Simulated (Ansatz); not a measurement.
**GaAs under changes of volume**

One of the cells (22.590 Å³/atom); the others are scaled copies at fixed shape and fractional positions:

```
CELL_PARAMETERS angstrom
0.00000 2.82685 2.82685
2.82685 0.00000 2.82685
2.82685 2.82685 0.00000
ATOMIC_POSITIONS crystal
As 0.75000 0.75000 0.75000
Ga 0.00000 0.00000 0.00000
```

| Quantity | Value |
| --- | --- |
| Program | Ansatz 0.2.0 |
| Functional | rPW86-PBE |
| Potentials or basis | Ansatz PAW |
| Cutoff | 420 eV (not typed: the program's choice for these potentials) |
| k mesh | 8 × 8 × 8 |
| Occupations | fermi-dirac, width 0.05 eV |
| Spin | no spin polarisation |

| volume (Å³/atom) | energy over the lowest point (meV/atom) | pressure (GPa) | gap on the mesh (eV) |
| --- | --- | --- | --- |
| 21.234 | ? | ? | ? |
| 21.686 | 79.70 | 9.9 | 0.66 |
| 22.138 | 54.57 | 8.0 | 0.50 |
| 22.590 | 34.54 | 6.3 | 0.34 |
| 23.041 | 19.12 | 4.7 | 0.19 |
| 23.493 | 7.78 | 3.4 | none |
| 23.945 | 0.00 | 2.2 | none |

**Question.** What does the run at 21.234 Å³/atom give?

**Answer.** Energy over the lowest point 110.54 meV/atom; pressure 12.0 GPa; gap on the mesh 0.83 eV.

Worked out: A Birch-Murnaghan fit of order 3 (a polynomial in V^(-2/3)) to the other rows has no minimum within the range. It gives 110.63 meV/atom at 21.234 Å³/atom, against the run's 110.54, and -dE/dV = 12.1 GPa, against 12.0.

Energies are extrapolated to zero smearing.

Caveats: the PAW data sets come from PBE, with cores solved anew for the run's functional, which leaves a small shift of forces and pressure.

Spin-orbit coupling on As, Ga is left out.

A gap of «none» marks a metal or a gap under the smearing width.
